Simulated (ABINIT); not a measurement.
# AgBr (Bromargyrite): changed settings of a GW run in ABINIT, part 2 of 2

What do changed inputs do to GW on AgBr (Bromargyrite)?

ABINIT 10.8.3; PBE and many-body steps on it, plane waves. Known limits of the many-body steps: not at the basis limit; d shell near the gap, gap tends to lie low; no spin-orbit coupling; coarse k mesh.

So far. Step 4 (No symmetry in the self-energy): Against G0W0 in ABINIT (4×4×4 mesh, 77 bands, screening to 136.1 eV, Godby-Needs plasmon pole), the gap moves by −0.001 eV. Step 5 (Broadening of the poles): Against G0W0 in ABINIT (4×4×4 mesh, 77 bands, screening to 136.1 eV, Godby-Needs plasmon pole), the gap moves by +0.000 eV.

### 6. Fewer bands in the self-energy

Level of this step: G0W0 on PBE, plane waves, norm-conserving pseudopotentials (ABINIT).

File run.abi:

```
acell 3*1.0 Angstrom
rprim 
  0.000000000000 2.887250000000 2.887250000000
  2.887250000000 0.000000000000 2.887250000000
  2.887250000000 2.887250000000 0.000000000000
ntypat 2
znucl 47 35
natom 2
typat 1 2
xred 
  0.000000000000 0.000000000000 0.000000000000
  0.500000000000 0.500000000000 0.500000000000
pp_dirpath "pseudos"
pseudos "Ag.upf, Br.upf"
ecut 37
ngkpt 4 4 4
nshiftk 1
shiftk 0 0 0
kptopt 1
chksymbreak 0
istwfk *1
occopt 1
irdwfk 1
optdriver 4
nband 33
gwcalctyp 0
ecutsigx 37
symsigma 1
nkptgw 2
kptgw 
  0.5000000000 0.0000000000 0.0000000000
  0.0000000000 0.0000000000 0.0000000000
bdgw 
  12 15
  11 17
ecuteps 5
irdscr 1
ppmodel 1
indata_prefix "in"
outdata_prefix "out"
tmpdata_prefix "tmp"
```

Started as:

```
OMP_NUM_THREADS=1 mpirun -n 8 abinit run.abi > log
```

The log of the run:

```text
.Version 10.8.3 of ABINIT. v10.8.2 released Aug 2026.

 Symmetries : space group Fm -3 m (#225); Bravais cF (face-center cubic)
[... echo of the input left out ...]
== DATASET  1 ==================================================================
-   mpi_nproc: 8, omp_nthreads: 1 (-1 if OMP is not activated)

--- !DatasetInfo
iteration_state: {dtset: 1, }
dimensions: {natom: 2, nkpt: 8, mband: 33, nsppol: 1, nspinor: 1, nspden: 1, mpw: 3512, }
cutoff_energies: {ecut:  37.0, pawecutdg:  -1.0, }
electrons: {nelect:   2.60000000E+01, charge:   0.00000000E+00, occopt:   1.00000000E+00, tsmear:   1.00000000E-02, }

 SIGMA: Calculation of the GW corrections

 Based on a program developped by R.W. Godby, V. Olevano, G. Onida, and L. Reining.
 Incorporated in ABINIT by V. Olevano, G.-M. Rignanese, and M. Torrent.
.Using double precision arithmetic ; gwpc =  8

[... cell and pseudopotentials left out ...]
--------------------------------------------------------------------------------

 ==== K-mesh for the wavefunctions ====
 Number of points in the irreducible wedge :     8
[... list of points left out ...]
 Together with 48 symmetry operations and time-reversal symmetry
 yields    64 points in the full Brillouin Zone.

 ==== Q-mesh for screening function ====
 Number of points in the irreducible wedge :     8
[... list of points left out ...]
 Together with 48 symmetry operations and time-reversal symmetry
 yields    64 points in the full Brillouin Zone.

 vcoul_init : cutoff-mode = AUXILIARY_FUNCTION
 q-points for optical limit:   1
     1)      0.000010    0.000020    0.000030
 setmesh: FFT mesh size selected  =    45x   45x   45
          total number of points  =        91125

 Number of electrons calculated from density =   26.0000; Expected =   26.0000
[...]
number of omega for Sigma on real axis              0
 max omega for Sigma on real axis  [eV]           0.00
 zcut for avoiding poles [eV]                     0.10

 EPSILON^-1 parameters (SCR file):
 dimension of the eps^-1 matrix on file            169
 dimension of the eps^-1 matrix used               169
 number of plane-waves for wavefunctions          3479
 number of bands                                    77
 number of q-points in IBZ                           8
 number of frequencies                               2
 number of real frequencies                          1
 number of imag frequencies                          1

 matrix elements of self-energy operator (all in [eV])

 Perturbative Calculation

--- !SelfEnergy_ee
iteration_state: {dtset: 1, }
kpoint     : [   0.500,    0.000,    0.000, ]
spin       : 1
KS_gap     :    3.789
QP_gap     :    4.341
Delta_QP_KS:    0.552
data: !SigmaeeData |
     Band     E0 <VxcDFT>   SigX SigC(E0)      Z dSigC/dE  Sig(E)    E-E0       E
       12   4.662 -19.756 -24.013   4.209   0.804  -0.244 -19.795  -0.038   4.624
       13   4.662 -19.756 -24.013   4.209   0.804  -0.244 -19.795  -0.038   4.624
       14   8.451  -8.729  -4.696  -3.419   0.836  -0.196  -8.216   0.514   8.965
[...]
--- !SelfEnergy_ee
iteration_state: {dtset: 1, }
kpoint     : [   0.000,    0.000,    0.000, ]
spin       : 1
KS_gap     :    2.544
QP_gap     :    3.536
Delta_QP_KS:    0.992
data: !SigmaeeData |
     Band     E0 <VxcDFT>   SigX SigC(E0)      Z dSigC/dE  Sig(E)    E-E0       E
[...]
16  14.594 -11.297  -6.448  -3.599   0.825  -0.212 -10.266   1.032  15.626
       17  14.594 -11.297  -6.448  -3.599   0.825  -0.212 -10.266   1.032  15.626

== END DATASET(S) ==============================================================
================================================================================

 -outvars: echo values of variables after computation  --------
           etotal      0.0000000000E+00
            nband          33
             nkpt           8
          spgroup         225
 [... the other variables as echoed above ...]

 Calculation completed.
```

Run time: 4 s. Hardware: 8 MPI ranks of Arm Neoverse V1, shared host; peak memory 1.3 GiB.

Numbers from this step:

```yaml
g0w0_gap_on_the_points_computed: 1.450 eV
starting_gap_on_the_mesh: 0.6762 eV
k_of_the_valence_top: 0.5, 0, 0
k_of_the_conduction_bottom: 0, 0, 0
z_at_the_valence_top: 0.804
z_at_the_conduction_bottom: 0.83
least_direct_g0w0_gap_on_the_computed_points: 3.536 eV
```

### 7. Scissors in G

Changes to run.abi since step 6:

```diff
@@ -24,3 +24,3 @@
 optdriver 4
-nband 33
+nband 77
 gwcalctyp 0
@@ -38,2 +38,3 @@
 ppmodel 1
+mbpt_sciss 0.5 eV
 indata_prefix "in"
```

The log of the run:

```text
.Version 10.8.3 of ABINIT. v10.8.2 released Aug 2026.

 Symmetries : space group Fm -3 m (#225); Bravais cF (face-center cubic)
[... echo of the input left out ...]
== DATASET  1 ==================================================================
-   mpi_nproc: 8, omp_nthreads: 1 (-1 if OMP is not activated)

--- !DatasetInfo
iteration_state: {dtset: 1, }
dimensions: {natom: 2, nkpt: 8, mband: 77, nsppol: 1, nspinor: 1, nspden: 1, mpw: 3512, }
cutoff_energies: {ecut:  37.0, pawecutdg:  -1.0, }
electrons: {nelect:   2.60000000E+01, charge:   0.00000000E+00, occopt:   1.00000000E+00, tsmear:   1.00000000E-02, }

 SIGMA: Calculation of the GW corrections

 Based on a program developped by R.W. Godby, V. Olevano, G. Onida, and L. Reining.
 Incorporated in ABINIT by V. Olevano, G.-M. Rignanese, and M. Torrent.
.Using double precision arithmetic ; gwpc =  8

[... cell and pseudopotentials left out ...]
--------------------------------------------------------------------------------

 ==== K-mesh for the wavefunctions ====
 Number of points in the irreducible wedge :     8
[... list of points left out ...]
 Together with 48 symmetry operations and time-reversal symmetry
 yields    64 points in the full Brillouin Zone.

 ==== Q-mesh for screening function ====
 Number of points in the irreducible wedge :     8
[... list of points left out ...]
 Together with 48 symmetry operations and time-reversal symmetry
 yields    64 points in the full Brillouin Zone.

 vcoul_init : cutoff-mode = AUXILIARY_FUNCTION
 q-points for optical limit:   1
     1)      0.000010    0.000020    0.000030
 setmesh: FFT mesh size selected  =    45x   45x   45
          total number of points  =        91125

 Number of electrons calculated from density =   26.0000; Expected =   26.0000
[...]
max omega for Sigma on real axis  [eV]           0.00
 zcut for avoiding poles [eV]                     0.10
 scissor energy [eV]                              0.50

 EPSILON^-1 parameters (SCR file):
 dimension of the eps^-1 matrix on file            169
 dimension of the eps^-1 matrix used               169
 number of plane-waves for wavefunctions          3479
 number of bands                                    77
 number of q-points in IBZ                           8
 number of frequencies                               2
 number of real frequencies                          1
 number of imag frequencies                          1

 matrix elements of self-energy operator (all in [eV])

 Perturbative Calculation

--- !SelfEnergy_ee
iteration_state: {dtset: 1, }
kpoint     : [   0.500,    0.000,    0.000, ]
spin       : 1
KS_gap     :    3.789
QP_gap     :    4.552
Delta_QP_KS:    0.763
data: !SigmaeeData |
     Band     E0 <VxcDFT>   SigX SigC(E0)      Z dSigC/dE  Sig(E)    E-E0       E
       12   4.662 -19.756 -24.013   3.654   0.799  -0.251 -20.238  -0.482   4.180
       13   4.662 -19.756 -24.013   3.654   0.799  -0.251 -20.238  -0.482   4.180
       14   8.451  -8.729  -4.696  -3.796   0.833  -0.201  -8.448   0.281   8.732
[...]
--- !SelfEnergy_ee
iteration_state: {dtset: 1, }
kpoint     : [   0.000,    0.000,    0.000, ]
spin       : 1
KS_gap     :    2.544
QP_gap     :    3.681
Delta_QP_KS:    1.137
data: !SigmaeeData |
     Band     E0 <VxcDFT>   SigX SigC(E0)      Z dSigC/dE  Sig(E)    E-E0       E
[...]
16  14.594 -11.297  -6.448  -4.172   0.819  -0.221 -10.652   0.645  15.239
       17  14.594 -11.297  -6.448  -4.172   0.819  -0.221 -10.652   0.645  15.239

== END DATASET(S) ==============================================================
================================================================================

 -outvars: echo values of variables after computation  --------
           etotal      0.0000000000E+00
            nband          77
             nkpt           8
          spgroup         225
 [... the other variables as echoed above ...]

 Calculation completed.
```

Wall time 4.9 s (8 MPI ranks); peak memory 1.3 GiB; 39 s of CPU time.

This step gave:

```
G0W0 gap on the points computed              : 1.631 eV
starting gap on the mesh                     : 0.6762 eV
k of the valence top                         : 0.5, 0, 0
k of the conduction bottom                   : 0, 0, 0
Z at the valence top                         : 0.799
Z at the conduction bottom                   : 0.827
least direct G0W0 gap on the computed points : 3.681 eV
```

### 8. Exchange cutoff of one hartree

Changes to run.abi since step 7:

```diff
@@ -26,3 +26,3 @@
 gwcalctyp 0
-ecutsigx 37
+ecutsigx 1
 symsigma 1
@@ -38,3 +38,2 @@
 ppmodel 1
-mbpt_sciss 0.5 eV
 indata_prefix "in"
```

The log of the run:

```text
.Version 10.8.3 of ABINIT. v10.8.2 released Aug 2026.

 Symmetries : space group Fm -3 m (#225); Bravais cF (face-center cubic)
[... echo of the input left out ...]
== DATASET  1 ==================================================================
-   mpi_nproc: 8, omp_nthreads: 1 (-1 if OMP is not activated)

--- !DatasetInfo
iteration_state: {dtset: 1, }
dimensions: {natom: 2, nkpt: 8, mband: 77, nsppol: 1, nspinor: 1, nspden: 1, mpw: 3512, }
cutoff_energies: {ecut:  37.0, pawecutdg:  -1.0, }
electrons: {nelect:   2.60000000E+01, charge:   0.00000000E+00, occopt:   1.00000000E+00, tsmear:   1.00000000E-02, }

 SIGMA: Calculation of the GW corrections

 Based on a program developped by R.W. Godby, V. Olevano, G. Onida, and L. Reining.
 Incorporated in ABINIT by V. Olevano, G.-M. Rignanese, and M. Torrent.
.Using double precision arithmetic ; gwpc =  8

[... cell and pseudopotentials left out ...]
--------------------------------------------------------------------------------

 ==== K-mesh for the wavefunctions ====
 Number of points in the irreducible wedge :     8
[... list of points left out ...]
 Together with 48 symmetry operations and time-reversal symmetry
 yields    64 points in the full Brillouin Zone.

 ==== Q-mesh for screening function ====
 Number of points in the irreducible wedge :     8
[... list of points left out ...]
 Together with 48 symmetry operations and time-reversal symmetry
 yields    64 points in the full Brillouin Zone.

 vcoul_init : cutoff-mode = AUXILIARY_FUNCTION
 q-points for optical limit:   1
     1)      0.000010    0.000020    0.000030
 setmesh: FFT mesh size selected  =    24x   24x   24
          total number of points  =        13824

 Number of electrons calculated from density =   26.0000; Expected =   26.0000
[...]
number of omega for Sigma on real axis              0
 max omega for Sigma on real axis  [eV]           0.00
 zcut for avoiding poles [eV]                     0.10

 EPSILON^-1 parameters (SCR file):
 dimension of the eps^-1 matrix on file            169
 dimension of the eps^-1 matrix used                15
 number of plane-waves for wavefunctions          3479
 number of bands                                    77
 number of q-points in IBZ                           8
 number of frequencies                               2
 number of real frequencies                          1
 number of imag frequencies                          1

 matrix elements of self-energy operator (all in [eV])

 Perturbative Calculation

--- !SelfEnergy_ee
iteration_state: {dtset: 1, }
kpoint     : [   0.500,    0.000,    0.000, ]
spin       : 1
KS_gap     :    3.789
QP_gap     :   -1.356
Delta_QP_KS:   -5.146
data: !SigmaeeData |
     Band     E0 <VxcDFT>   SigX SigC(E0)      Z dSigC/dE  Sig(E)    E-E0       E
       12   4.662 -19.756 -15.086   3.307   0.825  -0.212 -13.177   6.579  11.241
       13   4.662 -19.756 -15.086   3.307   0.825  -0.212 -13.177   6.579  11.241
       14   8.451  -8.729  -3.289  -3.727   0.837  -0.195  -7.296   1.434   9.885
[...]
--- !SelfEnergy_ee
iteration_state: {dtset: 1, }
kpoint     : [   0.000,    0.000,    0.000, ]
spin       : 1
KS_gap     :    2.544
QP_gap     :    3.234
Delta_QP_KS:    0.690
data: !SigmaeeData |
     Band     E0 <VxcDFT>   SigX SigC(E0)      Z dSigC/dE  Sig(E)    E-E0       E
[...]
16  14.594 -11.297  -3.293  -4.171   0.827  -0.209  -8.128   3.169  17.763
       17  14.594 -11.297  -3.293  -4.171   0.827  -0.209  -8.128   3.169  17.763

== END DATASET(S) ==============================================================
================================================================================

 -outvars: echo values of variables after computation  --------
           etotal      0.0000000000E+00
            nband          77
             nkpt           8
          spgroup         225
 [... the other variables as echoed above ...]

 Calculation completed.
```

The job ended after 2.8 s (8 MPI ranks; peak memory 0.13 GiB; 22 s of CPU time).

The run ended normally, though the input holds a fault or crude settings.

The fault put into this input: exchange cutoff of one hartree. It printed a gap of -3.33 eV, an artefact of the input.

### 9. Side by side

Times are wall times on 8 MPI ranks of Arm Neoverse V1, shared host, good to a factor of about two. A run's time includes the screening step that it read.

| run | mesh | bands | screening cutoff (eV) | DFT gap (eV) | gap on the mesh (eV) | direct (eV) | ε∞ used | time |
| --- | --- | --- | --- | --- | --- | --- | --- | --- |
| base | 4×4×4 | 77 | 136.1 | 0.676 | 1.576 | 3.629 | 6.73 | 18 s |
| no symmetry in the self-energy | 4×4×4 | 77 | 136.1 | 0.676 | 1.575 | 3.629 | 6.73 | 29 s |
| broadening of the poles | 4×4×4 | 77 | 136.1 | 0.676 | 1.576 | 3.629 | 6.73 | 18 s |
| fewer bands in the self-energy | 4×4×4 | 33 | 136.1 | 0.676 | 1.450 | 3.536 | 6.73 | 17 s |
| scissors in G | 4×4×4 | 77 | 136.1 | 0.676 | 1.631 | 3.681 | 6.73 | 18 s |

### 10. What came out

| Property | Result |
| --- | --- |
| base | 1.576 eV |
| no symmetry in the self-energy | 1.575 eV |
| broadening of the poles | 1.576 eV |
| fewer bands in the self-energy | 1.450 eV |
| scissors in G | 1.631 eV |
| known limits | not at the basis limit; d shell near the gap, gap tends to lie low; no spin-orbit coupling; coarse k mesh |

No symmetry in the self-energy: −0.001 eV against base (keys changed: symsigma). Broadening of the poles: no change against base (keys changed: zcut). Fewer bands in the self-energy: −0.126 eV against base (keys changed: nband). Scissors in G: +0.055 eV against base (keys changed: mbpt_sciss). Bands and cutoff are finite, so the gap is not at the basis limit. The miss can reach some tenths of an eV and take either sign; the mesh is an error of its own. In the G0W0 runs levels were corrected at 2 k points alone, so a gap called «on the mesh» is the least over those, and an edge elsewhere would be missed. The 4×4×4 mesh is coarse for this cell, which bears on the long-range parts of exchange and screening. A d shell, filled or nearly so, lies near the gap. One-shot GW converges very slowly in bands there, not always from below, and on a semilocal start the gap tends to come out low; starts rich in exact exchange can overshoot instead. The many-body steps are scalar-relativistic: spin-orbit coupling is not in them.

[Paths, hosts, dates, memory and timing lines, banners, echoed tables and standing remarks are left out of the program output.]

[Logs are printed without paths, hosts, clocks, repeated set-up lines and the standing remarks that a program may print on its own settings, such as how far it seeks lower states.]

[Runs of the session that timed out or met a known fault of the program may be left out.]

[Hosts, paths, dates, database ids (printed as entryN), source tags and the programs' standing remarks are cut or masked in the printed files.]

[G0W0 gaps are taken among the corrected bands and points alone; a level outside them can change the order at an edge.]

[Where Ansatz stands beside ABINIT at settings called matched, ABINIT's density can come from a denser mesh and the files from another edition; pairs whose starting gaps differed by over 0.03 eV were left out, so agreement reads better than it is.]
